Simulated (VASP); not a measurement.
Crystal: ZrO2.

```xyz
6
Lattice="3.6208 0.0000 0.0000 0.0000 3.6208 0.0000 0.0000 0.0000 5.2814" Properties=species:S:1:pos:R:3 pbc="T T T"
Zr    0.0000    0.0000    0.0000
Zr    1.8104    1.8104    2.6407
O     0.0000    1.8104    1.0182
O     0.0000    1.8104    3.6589
O     1.8104    0.0000    1.6224
O     1.8104    0.0000    4.2631
```

- Program: VASP 6.6.1
- Task: relaxation of cell and atoms
- Functional: PBE
- Dispersion: D3(BJ)
- Potentials or basis: VASP PAW PBE potentials, release 64 (Zr_sv, O)
- Cutoff: 600 eV
- k mesh: 6 × 6 × 4
- Occupations: gaussian, width 0.02 eV
- Spin: no spin polarisation

At the start: pressure -3.5 GPa; volume 11.54 Å³/atom.

Q: How do energy, volume and symmetry change on relaxing?

A: Over 8 steps the energy falls by 3.1 meV/atom and the volume is 11.29 Å³/atom (-2.2 %); space group P4_2/nmc (No. 137, to 0.05 Å).

The path:
```tsv
step	energy change (eV)	largest force (eV/Å)	pressure (GPa)	volume (Å³)
1	0.0000	0.0192	-3.46	69.24
2	0.0100	0.2291	5.10	66.77
3	-0.0117	0.1062	0.02	68.18
4	-0.0138	0.0929	0.02	68.09
5	-0.0173	0.0554	0.06	67.84
6	-0.0177	0.0398	0.10	67.72
7	-0.0188	0.0068	-0.17	67.71
8	-0.0188	0.0005	-0.13	67.71
```

Final structure:
```
Zr O
1.0
     3.60217    0.00000    0.00000
     0.00000    3.60217    0.00000
     0.00000    0.00000    5.21860
Zr O
2 4
Direct
  0.00000 0.00000 0.00000
  0.50000 0.50000 0.50000
  0.00000 0.50000 0.19875
  0.00000 0.50000 0.69875
  0.50000 0.00000 0.30125
  0.50000 0.00000 0.80125
```
